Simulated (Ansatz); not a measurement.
## Molecular dynamics of Tc

input.yaml

```yaml
accuracy: low
crystal:
  lattice:
    - [8.22, 0.0, 0.0]
    - [-4.11, 7.118729, 0.0]
    - [0.0, 0.0, 8.78992]
  atoms:
    - { symbol: Tc, position: [-0.01984687, -0.07686714, -0.01872739] }
    - { symbol: Tc, position: [0.06720782, 0.17231622, 0.20312516] }
    - { symbol: Tc, position: [0.08076255, 0.01652821, 0.46236127] }
    - { symbol: Tc, position: [0.09081261, 0.20028859, 0.7258254] }
    - { symbol: Tc, position: [-0.01974912, 0.32912648, 0.00707761] }
    - { symbol: Tc, position: [0.07760122, 0.52459315, 0.24216982] }
    - { symbol: Tc, position: [0.00767897, 0.28812391, 0.51200036] }
    - { symbol: Tc, position: [0.11182444, 0.52441537, 0.72984691] }
    - { symbol: Tc, position: [-0.04991524, 0.61397183, 0.00918993] }
    - { symbol: Tc, position: [0.11470792, 0.85917001, 0.21296372] }
    - { symbol: Tc, position: [0.00793972, 0.65727789, 0.49699357] }
    - { symbol: Tc, position: [0.14471645, 0.89992948, 0.70415687] }
    - { symbol: Tc, position: [0.34229269, 0.00674448, -0.02617059] }
    - { symbol: Tc, position: [0.39415151, 0.20135453, 0.25636626] }
    - { symbol: Tc, position: [0.36840303, -0.03389685, 0.45572918] }
    - { symbol: Tc, position: [0.44038514, 0.20321711, 0.71871597] }
    - { symbol: Tc, position: [0.27848711, 0.29942216, 0.01115739] }
    - { symbol: Tc, position: [0.40522803, 0.51402824, 0.24330634] }
    - { symbol: Tc, position: [0.34018562, 0.32834322, 0.52530643] }
    - { symbol: Tc, position: [0.46602421, 0.53757904, 0.77190103] }
    - { symbol: Tc, position: [0.31157343, 0.62899611, -0.00356906] }
    - { symbol: Tc, position: [0.47309948, 0.85044272, 0.24570664] }
    - { symbol: Tc, position: [0.28813025, 0.6207825, 0.52797643] }
    - { symbol: Tc, position: [0.4091481, 0.86718007, 0.75119593] }
    - { symbol: Tc, position: [0.66384117, 0.00919818, -0.02455984] }
    - { symbol: Tc, position: [0.71866906, 0.16797025, 0.22543867] }
    - { symbol: Tc, position: [0.68158911, -0.0400979, 0.46645552] }
    - { symbol: Tc, position: [0.78525331, 0.20918641, 0.75431111] }
    - { symbol: Tc, position: [0.60619581, 0.32468747, -0.00151722] }
    - { symbol: Tc, position: [0.74542234, 0.51454516, 0.24593289] }
    - { symbol: Tc, position: [0.68350936, 0.34594449, 0.50149189] }
    - { symbol: Tc, position: [0.81790459, 0.58565719, 0.74587006] }
    - { symbol: Tc, position: [0.63794817, 0.67754468, 0.0205827] }
    - { symbol: Tc, position: [0.82185549, 0.89047831, 0.26405132] }
    - { symbol: Tc, position: [0.6700287, 0.65499845, 0.505512] }
    - { symbol: Tc, position: [0.75709644, 0.87479225, 0.75252579] }
basis:
  ecutwfc: 600.0
kpoints:
  mp_grid: { grid: [2, 2, 1] }
hamiltonian:
  xc: pbesol
scf:
  occupations: { method: fermi_dirac, width: 0.24 }
  lower_state_search: "off"
md:
  timestep: 3
  n_steps: 229
  ensemble: nvt_langevin
  temperature: 2240.0
  initial_velocities: maxwell_boltzmann
  seed: 360318
  friction: 0.02
  temperature_schedule:
    - { n_steps: 172, end_temperature: 300.0 }
    - { n_steps: 57, end_temperature: 300.0 }
```

Run as:

```bash
$ ansatz run input.yaml --threads 4 --pin off --max-ram 10240MiB --backend cpu --events-out ev --progress --plain --runs-dir out
```

It goes on from the last frame of an earlier run, with new velocities.

Output, in part (step lines):

```
md step     0: t =     0.00 fs  T =  2177.8 K (target 2240.0 K)  F+E_penalty+E_count = -192148.17796248 eV  E_kin = 10.133984 eV  (9 SCF iters)
md step     1: t =     3.00 fs  T =  2113.0 K (target 2234.4 K)  F+E_penalty+E_count = -192148.27104364 eV  E_kin = 9.832402 eV  (7 SCF iters)
md step     2: t =     6.00 fs  T =  2083.3 K (target 2223.1 K)  F+E_penalty+E_count = -192148.33343811 eV  E_kin = 9.694536 eV  (7 SCF iters)
md step     3: t =     9.00 fs  T =  2269.4 K (target 2211.8 K)  F+E_penalty+E_count = -192148.46082762 eV  E_kin = 10.560507 eV  (7 SCF iters)
md step     4: t =    12.00 fs  T =  2054.4 K (target 2200.5 K)  F+E_penalty+E_count = -192148.57646186 eV  E_kin = 9.560051 eV  (7 SCF iters)
md step     5: t =    15.00 fs  T =  1930.8 K (target 2189.2 K)  F+E_penalty+E_count = -192148.61436027 eV  E_kin = 8.984778 eV  (6 SCF iters)
md step     6: t =    18.00 fs  T =  2102.4 K (target 2178.0 K)  F+E_penalty+E_count = -192148.57492021 eV  E_kin = 9.783379 eV  (7 SCF iters)
md step     7: t =    21.00 fs  T =  2086.5 K (target 2166.7 K)  F+E_penalty+E_count = -192148.53544607 eV  E_kin = 9.709321 eV  (7 SCF iters)
[... lines left out ...]
```

The steps, from the saved trajectory:

```tsv
time (fs)	T (K)	potential energy less start (eV)
0	2178	0.000
21	2087	-0.357
42	2021	-0.013
63	2294	-0.370
84	1999	-0.647
105	1972	-1.095
126	1907	-1.701
147	1712	-2.981
168	1643	-3.882
189	1721	-4.926
210	1444	-3.954
231	1163	-3.318
252	1397	-4.228
273	1514	-5.670
294	1004	-5.531
315	1098	-5.821
336	1191	-6.457
357	1047	-6.972
378	1278	-7.735
399	1039	-7.416
420	699	-7.175
441	660	-7.511
462	548	-7.898
483	573	-8.247
504	465	-8.558
525	428	-8.998
546	451	-9.452
567	464	-9.462
588	410	-9.426
609	317	-9.514
630	314	-9.567
651	276	-9.438
672	240	-9.213
```

All steps were run. The schedule's set-point averaged 462 K over the second half and the system 569 K, so it lags behind the ramp. A run of 0.69 ps of so small a system gives no equilibrium averages. Limits of this set-up: coarse k mesh, low accuracy level.

Mean squared displacements from the first frame to the last, about the centre of mass: Tc 0.14 Å².

Last frame:

```xyz
36
Lattice="8.2200 0.0000 0.0000 -4.1100 7.1187 0.0000 0.0000 0.0000 8.7899" Properties=species:S:1:pos:R:3
Tc 0.145 -0.203 -0.135
Tc 0.058 1.563 2.175
Tc 0.073 -0.009 4.362
Tc -0.004 1.536 6.457
Tc -1.247 2.275 -0.080
Tc -1.285 3.934 2.046
Tc -1.441 2.405 4.277
Tc -1.220 3.925 6.567
Tc -2.672 4.596 -0.183
Tc -2.621 6.279 2.213
Tc -2.691 4.662 4.348
Tc -2.641 6.197 6.575
Tc 2.871 -0.120 -0.104
Tc 2.702 1.546 2.169
Tc 2.795 -0.191 4.227
Tc 2.917 1.477 6.537
Tc 1.468 2.221 -0.222
Tc 1.369 3.885 1.911
Tc 1.429 2.317 4.267
Tc 1.640 3.706 6.483
Tc 0.214 4.564 -0.099
Tc 0.188 6.311 2.141
Tc 0.111 4.754 4.227
Tc 0.176 6.261 6.590
Tc 5.529 -0.128 -0.042
Tc 5.478 1.553 2.048
Tc 5.609 0.009 4.344
Tc 5.546 1.426 6.557
Tc 4.274 2.120 -0.091
Tc 4.199 3.787 2.087
Tc 4.132 2.351 4.258
Tc 4.312 3.839 6.453
Tc 2.888 4.642 -0.200
Tc 2.951 6.310 2.066
Tc 2.850 4.774 4.158
Tc 2.948 6.066 6.418
```

Run time: 37 min on 4 threads of Intel(R) Xeon(R) 6975P-C (Granite Rapids) (shared host), peak memory 6 GiB.
